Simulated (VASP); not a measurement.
# NiSi: DFT+U ground state, by Hubbard U and LDAUTYPE

NiSi, Pmmn (no. 59), 4 atoms in the cell.

| Hubbard U (eV) | LDAUTYPE | Hund's J (eV) | Form of DFT+U | Gap (eV) | Largest site moment (muB) | Time (s) |
|---|---|---|---|---|---|---|
| Ni shell d, U 5 | 1 | 1 | Liechtenstein, U + J and J | 0.00 | 0.00 | 26 |
| Ni shell d, U 4 | 1 | – | Liechtenstein, J = 0 | 0.00 | 0.00 | 26 |
| Ni shell d, U 5 | 2 | 1 | Dudarev, U + J and J | 0.00 | 0.00 | 27 |
| Ni shell d, U 4 | 2 | – | Dudarev, U alone | 0.00 | 0.00 | 26 |
| Ni shell d, U 5 | 4 | 1 | type 4, U + J and J | 0.00 | 0.00 | 26 |
| – | – | – | none | 0.00 | 0.00 | 23 |

Limits: The cell is the same for all forms and was relaxed for none; total energies under different U or different forms can't be compared; magnetic orders weren't compared, so this needn't be the magnetic ground state.

## Input of the first row

INCAR:
```
SYSTEM = SiNi
ALGO = Normal
AMIX = 0.2
AMIX_MAG = 0.8
BMIX = 1E-4
BMIX_MAG = 1E-4
EDIFF = 1E-6
ENCUT = 520
GGA = PE
ISIF = 2
ISMEAR = 0
ISPIN = 2
LASPH = .True.
LCHARG = .False.
LDAU = .True.
LDAUJ = 1 0
LDAUL = 2 -1
LDAUPRINT = 1
LDAUTYPE = 1
LDAUU = 5 0
LMAXMIX = 4
LORBIT = 11
LREAL = .False.
LWAVE = .False.
MAGMOM = 2 -2 0 0
NELM = 200
PREC = Accurate
SIGMA = 0.05
```

KPOINTS:
```
k-points
0
Gamma
  8 7 5
```

POSCAR:
```
SiNi
1.0
    2.9427706600      0.0000000000      0.0000000000
    0.0000000000      3.2803255400      0.0000000000
    0.0000000000      0.0000000000      4.6774467600
Ni Si
2 2
Direct
    0.5000000000      0.5000000000      0.3424955900
    0.0000000000      0.0000000000      0.6575044100
    0.5000000000      0.5000000000      0.8431431600
    0.0000000000      0.0000000000      0.1568568400
```

Commands:
```
cat potpaw_PBE.64/Ni/POTCAR potpaw_PBE.64/Si/POTCAR > POTCAR
mpirun -np 4 vasp_std > vasp.out
```

Changes of the last row against the first:
```
- LDAU = True
- LDAUTYPE = 1
- LDAUL = 2 -1
- LDAUU = 5 0
- LDAUJ = 1 0
- LDAUPRINT = 1
```

VASP 6.6.1 took 26 s on 4 cores (Intel Xeon Platinum 8259CL @ 2.50GHz (Skylake/Cascade Lake)), a shared host.
